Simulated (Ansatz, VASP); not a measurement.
## BP in VASP and in Ansatz

```xyz
2
Lattice="0.0000 2.2254 2.2860 2.2254 0.0000 2.2860 2.2254 2.2254 0.0000" Properties=species:S:1:pos:R:3 pbc="T T T"
B     0.0000    0.0000    0.0000
P     1.1127    1.1127    1.1430
```

Change from the starting cell: epitaxial_xy strain -1.9%.

Alike in both runs: task single point; functional r2SCAN; k mesh 10 × 10 × 10; no spin polarisation.

|  | VASP | Ansatz |
| --- | --- | --- |
| version | VASP 6.6.1 | Ansatz 0.2.0 |
| potentials or method | VASP PAW PBE potentials, release 64 (B, P) | plane waves, PAW |
| plane-wave cutoff (eV) | 520 | 500 |
| occupations | gaussian, width 0.01 eV | fixed |
| valence electrons in the cell | 8 | 8 |

|  | VASP | Ansatz | Ansatz less VASP |
| --- | --- | --- | --- |
| gap on the k mesh at the Fermi level (eV) | 1.19 | 1.16 | -0.029 |
| pressure (GPa) | 4.9 | 5.4 | +0.54 |
| largest component of the traceless stress (GPa) | 5.51 | 5.49 | -0.025 |

Caveats: the PAW data sets were made with another functional, which shifts forces and pressure a little (VASP). A k mesh can miss the band edges.
